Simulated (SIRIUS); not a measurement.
# AgBr under changes of volume

One of the cells (24.116 Å³/atom); the others are scaled copies at fixed shape and fractional positions:

```
Ag Br
1.0
     0.00000    2.88916    2.88916
     2.88916    0.00000    2.88916
     2.88916    2.88916    0.00000
Ag Br
1 1
Direct
  0.00000 0.00000 0.00000
  0.50000 0.50000 0.50000
```

```yaml
Program: SIRIUS 7.10.0
Functional: PBEsol
Potentials_or_basis: PseudoDojo 0.4.1 PBEsol standard (scalar relativistic)
Cutoff: 1127 eV
Density_cutoff: 4507 eV
k_mesh: 8 × 8 × 8
Occupations: fermi-dirac, width 0.05 eV
Spin: no spin polarisation
```

```csv
volume (Å³/atom),energy over the lowest point (meV/atom),pressure (GPa),gap on the mesh (eV)
22.225,?,?,?
22.698,0.00,0.3,0.50
23.171,0.62,-0.8,0.50
24.116,10.27,-2.5,0.51
24.589,18.61,-3.2,0.52
25.062,28.90,-3.8,0.52
```

Question: What does the run at 22.225 Å³/atom give?

Answer: Energy over the lowest point 2.72 meV/atom; pressure 1.5 GPa; gap on the mesh 0.50 eV.

Worked out: A Birch-Murnaghan fit of order 3 (a polynomial in V^(-2/3)) to the other rows has its minimum at 22.84 Å³/atom with B0 = V·E''(V) = 53 GPa and B' = 5.5. It gives 2.73 meV/atom at 22.225 Å³/atom, against the run's 2.72, and -dE/dV = 1.5 GPa, against 1.5. A straight line through the other rows of the gap, of slope 0.234 eV per unit of ln V, extrapolates to 0.49 eV, against the run's 0.50.

Energies are extrapolated to zero smearing.

A mesh can miss the band edges. Spin-orbit coupling on Ag, Br is left out.
